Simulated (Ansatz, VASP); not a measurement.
## NaF (Villiaumite): VASP beside Ansatz

Contents of INCAR:

```
SYSTEM = NaF
  ALGO = Normal
  EDIFF = 1E-6
  ENCUT = 520
  GGA = PE
  ISIF = 2
  ISMEAR = -1
  LASPH = .True.
  LCHARG = .False.
  LREAL = .False.
  LWAVE = .False.
  NBANDS = 14
  NELM = 80
  PREC = Accurate
  SIGMA = 0.02
```

KPOINTS

```
k-points
0
Gamma
  10 10 10
  0 0 0
```

The input POSCAR:

```
NaF
1.0
    0.0000000000      2.2972417931      2.2972417931
    2.2972417931      0.0000000000      2.2972417931
    2.2972417931      2.2972417931      0.0000000000
Na F
1 1
Direct
    0.0000000000      0.0000000000      0.0000000000
    0.5000000000      0.5000000000      0.5000000000
```

Input for Ansatz:

```yaml
crystal:
  lattice:
    - [0.0, 2.2972417931, 2.2972417931]
    - [2.2972417931, 0.0, 2.2972417931]
    - [2.2972417931, 2.2972417931, 0.0]
  atoms:
    - { symbol: Na, position: [0.0, 0.0, 0.0] }
    - { symbol: F, position: [0.5, 0.5, 0.5] }
kpoints:
  mp_grid: { grid: [10, 10, 10] }
  band_path:
    path:
      - [0.0, 0.0, 0.0]
      - [0.5, 0.0, 0.5]
      - [0.625, 0.25, 0.625]
      - [0.375, 0.375, 0.75]
      - [0.5, 0.5, 0.5]
      - [0.5, 0.25, 0.75]
    npoints: 1
hamiltonian:
  xc: pbe
scf:
  occupations: { method: fermi_dirac, width: 0.02 }
  n_extra_bands: 4
output:
  forces: true
  stress: true
  eigenvalues: true
```

Alike in both runs: task single point; functional PBE; k mesh 10 × 10 × 10; occupations fermi-dirac, width 0.02 eV; no spin polarisation.

|  | VASP | Ansatz |
| --- | --- | --- |
| version | VASP 6.6.1 | Ansatz 0.2.0 |
| potentials or method | VASP PAW PBE potentials, release 64 (Na_pv, F) | plane waves, PAW |
| plane-wave cutoff (eV) | 520 | 420 |
| valence electrons in the cell | 14 | 16 |

|  | VASP | Ansatz | Ansatz less VASP |
| --- | --- | --- | --- |
| gap on the k mesh at the Fermi level (eV) | 6.44 | 6.46 | +0.016 |
| pressure (GPa) | 3.5 | 3.6 | +0.11 |

The two sets of potentials don't hold the same shells in valence.

A k mesh can miss the band edges. As with any semilocal functional, this PBE gap is likely too small.
